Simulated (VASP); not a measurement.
Here is a VASP 6.6.1 calculation.

POSCAR

```
KCl
1.0
    3.6340000000      0.0000000000      0.0000000000
    0.0000000000      3.6340000000      0.0000000000
    0.0000000000      0.0000000000      3.6340000000
K Cl
1 1
Direct
    0.0000000000      0.0000000000      0.0000000000
    0.5000000000      0.5000000000      0.5000000000
```

File INCAR.step1:

```
SYSTEM = KCl
  ALGO = Normal
  EDIFF = 1E-4
  ENCUT = 520
  GGA = PE
  ISMEAR = -1
  LASPH = .True.
  LCHARG = .False.
  LREAL = .False.
  LWAVE = .True.
  NBANDS = 15
  NELM = 100
  PREC = Accurate
  SIGMA = 0.01
```

Contents of INCAR.step2:

```
SYSTEM = KCl
  ALGO = Normal
  EDIFF = 1E-7
  ENCUT = 520
  ISIF = 2
  ISMEAR = -1
  ISTART = 1
  LASPH = .True.
  LCHARG = .False.
  LMIXTAU = .True.
  LREAL = .False.
  LWAVE = .False.
  METAGGA = R2SCAN
  NBANDS = 15
  NELM = 100
  PREC = Accurate
  SIGMA = 0.01
```

File KPOINTS:

```
k-points
0
Gamma
  7 7 7
  0 0 0
```

Potentials or basis: VASP PAW PBE potentials, release 64 (K_sv, Cl).

Launch:

```sh
$ cat potpaw_PBE.64/K_sv/POTCAR potpaw_PBE.64/Cl/POTCAR > POTCAR
$ cp INCAR.step1 INCAR
$ mpirun -np 1 vasp_std > vasp.out
$ cp INCAR.step2 INCAR
$ mpirun -np 1 vasp_std > vasp.out
```

Task: Estimate the band gap on the k mesh.

Result: 6.43 eV, indirect (least direct gap 6.64 eV).

Task: Predict the pressure.

Result: 3.3 GPa.

Caveat: the PAW data sets were made with another functional, which shifts forces and pressure a little; an odd mesh through Γ misses points on the zone boundary, where band edges often lie. r2SCAN opens gaps a little over a GGA but as a rule still falls short of measured ones.
